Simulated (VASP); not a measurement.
Here is a VASP 6.6.1 calculation.

Contents of INCAR:

```
SYSTEM = Sb
  PREC = Accurate
  ENCUT = 600
  EDIFF = 1E-7
  ISMEAR = 0
  SIGMA = 0.03
  LREAL = .FALSE.
  LASPH = .TRUE.
  NELM = 80
  ALGO = Normal
  ISIF = 3
  LWAVE = .FALSE.
  LCHARG = .FALSE.
  GGA = PE
  IVDW = 12
  IBRION = 2
  NSW = 90
  EDIFFG = -0.005
```

KPOINTS

```
regular mesh
0
G
  9 9 7
  0 0 0
```

Contents of POSCAR:

```
Sb                                      
1.0
    2.1627942591      1.2486898518      3.6719569070
   -2.1627942591      1.2486898518      3.6719569070
   -0.0000000000     -2.4973796940      3.6719569071
  Sb            
     2
Direct
     0.2365969974061598    0.2365969974061598    0.2365969974061538
     0.7634030025938403    0.7634030025938403    0.7634030025938462
```

Potentials or basis: VASP PAW PBE potentials, release 64 (Sb).

Launch:

```console
$ cat potpaw_PBE.64/Sb/POTCAR > POTCAR
$ mpirun -np 1 vasp_std > vasp.out
```

(1) Predict the band gap on the k mesh.

(2) Estimate the space group after relaxing (to 0.05 Å).

(3) What does it give for the relaxed volume?

(4) Predict the dispersion energy per atom.

## Answers

(1) none (metal or under the smearing width).

(2) R-3m (No. 166).

(3) 29.74 Å³/atom.

(4) -0.480 eV.

Caveat: pairwise dispersion overbinds metals, which lowers pressure and volume.
